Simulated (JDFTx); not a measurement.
Rh:

```
Rh
1.0
     0.00000    1.89785    1.89785
     1.89785    0.00000    1.89785
     1.89785    1.89785    0.00000
Rh
1
Direct
  0.00000 0.00000 0.00000
```

| Property | Result |
| --- | --- |
| Program | JDFTx 1.7.0 (patched build) |
| Task | relaxation of cell and atoms |
| Functional | revPBE |
| Potentials or basis | SG15-PBE-1.2 with smoothed tails |
| Cutoff | 1088 eV |
| Density cutoff | 4354 eV |
| k mesh | 6 × 6 × 6 |
| Occupations | fermi-dirac, width 0.05 eV |
| Spin | no spin polarisation |

At the start: pressure 13.1 GPa; volume 13.67 Å³/atom.

**Question.** How do energy, volume and symmetry change on relaxing?

**Answer.** Over 6 steps the energy falls by 26.5 meV/atom and the volume is 14.35 Å³/atom (+5.0 %); space group Fm-3m (No. 225, to 0.05 Å).

Step by step:
| step | energy change (eV) | largest force (eV/Å) | pressure (GPa) | volume (Å³) |
| --- | --- | --- | --- | --- |
| 1 | 0.0000 | 0.0000 | 13.11 | 13.67 |
| 2 | -0.0063 | 0.0000 | 11.30 | 13.75 |
| 3 | -0.0263 | 0.0000 | 1.23 | 14.28 |
| 4 | -0.0265 | 0.0000 | 0.18 | 14.34 |
| 5 | -0.0265 | 0.0000 | 0.03 | 14.35 |
| 6 | -0.0265 | 0.0000 | 0.00 | 14.35 |

Final structure:
```yaml
crystal:
  lattice:
    - [0.00000, 1.92891, 1.92891]
    - [1.92891, 0.00000, 1.92891]
    - [1.92891, 1.92891, 0.00000]
  atoms:
    - { symbol: Rh, position: [0.00000, 0.00000, 0.00000] }
```

Caveat: the k mesh is coarse (spacing up to 0.48 Å⁻¹), so the values aren't converged; the potentials were made for another functional, which shifts forces and pressure.
